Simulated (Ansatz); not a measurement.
Calculated with Ansatz (gas phase, PBE0-D4/def2-TZVP geometries, no zero-point term in ΔE). CBS: MP2 limit from def2 TZ/QZ plus the TZ coupled-cluster correction, frozen cores. This one scheme is used for every species. One conformer a species, not always the lowest.

`O=CCC(F)(F)F` + `OCO` → `O=CCOCO` + `FC(F)F`  (substitution at a C–C bond)

| species | CCSD(T)/CBS(def2) energy (Eh) |
| --- | --- |
| `O=CCC(F)(F)F` | -490.50329 |
| `OCO` | -190.79619 |
| `O=CCOCO` | -343.24899 |
| `FC(F)F` | -338.02896 |

Q: Work out ΔE.

A: ΔE = (-343.24899) + (-338.02896) − (-490.50329) − (-190.79619) = 0.02153 Eh = +0.59 eV.

Largest T1 diagnostic among the species: 0.014.

From PBE to PBE0 (25 % exact exchange), in def2-TZVPP and without D4, ΔE moves by +0.03 eV. In def2-TZVPP, CCSD(T) changes the Hartree–Fock value by +0.05 eV (the triples alone add −0.01 eV) and MP2 by +0.07 eV.
